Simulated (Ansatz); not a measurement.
AlGaN₂: the gap under strain, fitted and tested

Plane-wave DFT in Ansatz, r2SCAN, scalar-relativistic PAW potentials, cutoff 500 eV, no spin-orbit coupling; no spin polarisation. AlGaN₂ in space group P-4m2, a structure that wasn't matched to a measured phase. Uniaxial strain along a; b, c and atoms relaxed (conventional cell); Kohn–Sham gaps sought over the whole zone.

| strain (%) | space group | gap (eV) |
| --- | --- | --- |
| -6.0 | Pmm2 | 3.150 |
| -4.0 | Pmm2 | 3.262 |
| -2.0 | Pmm2 | 3.333 |
| +0.0 | P-4m2 | 3.369 |
| +2.0 | Pmm2 | 3.249 |
| +4.0 | Pmm2 | ? |
| +6.0 | Pmm2 | 3.000 |

Task: Fit the given gaps and predict the missing one.

Result: Next to zero the slopes are +18 meV per % on the compressed side and -60 on the stretched side. The slope drops at zero, where the strain lowers the symmetry and can split a degenerate edge, with another member setting the gap on each side, so only the side of the missing row is fitted, by a line: E_g = 3.370 -0.0616 ε eV (ε in %; scatter 1 meV). At +4.0 % this gives 3.124 eV; the run gave 3.125 eV, 1 meV away. The fit holds.

Cost: about 20 core-minutes for the runs cited, on Intel Xeon Processor @ 2.50GHz (Skylake/Cascade Lake) (shared hosts).